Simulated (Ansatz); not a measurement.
HfO2:

```
Hf O
1.0
     5.11800    0.00000    0.00000
     0.00000    5.18570    0.00000
    -0.85866    0.00000    5.21387
Hf O
4 8
Direct
  0.27550 0.46030 0.70800
  0.72450 0.96030 0.79200
  0.72450 0.53970 0.29200
  0.27550 0.03970 0.20800
  0.07420 0.16840 0.84670
  0.92580 0.66840 0.65330
  0.92580 0.83160 0.15330
  0.07420 0.33160 0.34670
  0.44870 0.74190 0.98010
  0.55130 0.24190 0.51990
  0.55130 0.25810 0.01990
  0.44870 0.75810 0.48010
```

Base run:

| Property | Result |
| --- | --- |
| Program | Ansatz 0.2.0 |
| Functional | r2SCAN |
| Potentials or basis | Ansatz PAW |
| Cutoff | 500 eV |
| Density cutoff | 2000 eV |
| k mesh | 4 × 4 × 4 |
| Occupations | fermi-dirac, width 0.05 eV |
| Spin | no spin polarisation |

Its results: band gap on the k mesh 4.66 eV, indirect (least direct gap 4.75 eV); pressure 0.3 GPa; largest force 0.461 eV/Å.

The run is repeated on the same cell with these changes: k mesh from 4 × 4 × 4 to 5 × 5 × 5. What comes out?

Band gap on the k mesh 4.72 eV, indirect (least direct gap 4.77 eV); pressure 0.3 GPa; largest force 0.461 eV/Å.

Caveats: spin-orbit coupling is left out, which moves the levels of the heavy elements; the PAW data sets come from PBE, with cores solved anew for the run's functional, which leaves a small shift of forces and pressure; the k mesh misses the band edges, so the gap on the mesh is wider than the one along the path (some runs).

Not every run made on this cell is shown here.
